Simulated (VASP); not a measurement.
Input of a VASP 6.6.1 run:

INCAR

```
SYSTEM = AgCl
  ALGO = Fast
  EDIFF = 1E-7
  EDIFFG = -0.01
  ENCUT = 300
  GGA = PE
  IBRION = 2
  ISIF = 2
  ISMEAR = 0
  LASPH = .TRUE.
  LCHARG = .FALSE.
  LREAL = .FALSE.
  LWAVE = .FALSE.
  NELM = 80
  NSW = 40
  PREC = Accurate
  SIGMA = 0.03
```

Contents of KPOINTS:

```
k-points
0
G
  4 4 4
  0 0 0
```

Contents of POSCAR:

```
AgCl                                    
1.0
    0.0000000000      2.7988807710      2.7988807710
    2.7988807710     -0.0000000000      2.7988807710
    2.7988807710      2.7988807710     -0.0000000000
  Ag              Cl            
     1     1
Direct
     0.0000000000000000    0.0000000000000000    0.0000000000000000
     0.5000000000000000    0.5000000000000000    0.5000000000000000
```

Potentials or basis: VASP PAW PBE potentials, release 64 (Ag, Cl).

The run is started by

```sh
$ cat potpaw_PBE.64/Ag/POTCAR potpaw_PBE.64/Cl/POTCAR > POTCAR
$ mpirun -np 1 vasp_std > vasp.out
```

Problem. Estimate the band gap on the k mesh.

Solution. 0.90 eV, indirect (least direct gap 3.11 eV).

Final structure:
```
CELL_PARAMETERS angstrom
0.00000 2.79888 2.79888
2.79888 0.00000 2.79888
2.79888 2.79888 0.00000
ATOMIC_POSITIONS crystal
Ag 0.00000 0.00000 0.00000
Cl 0.50000 0.50000 0.50000
```

Caveat: the k mesh is coarse (spacing up to 0.49 Å⁻¹), so the values aren't converged; the relaxation stopped at its first step, so nothing moved. A k mesh can miss the band edges.
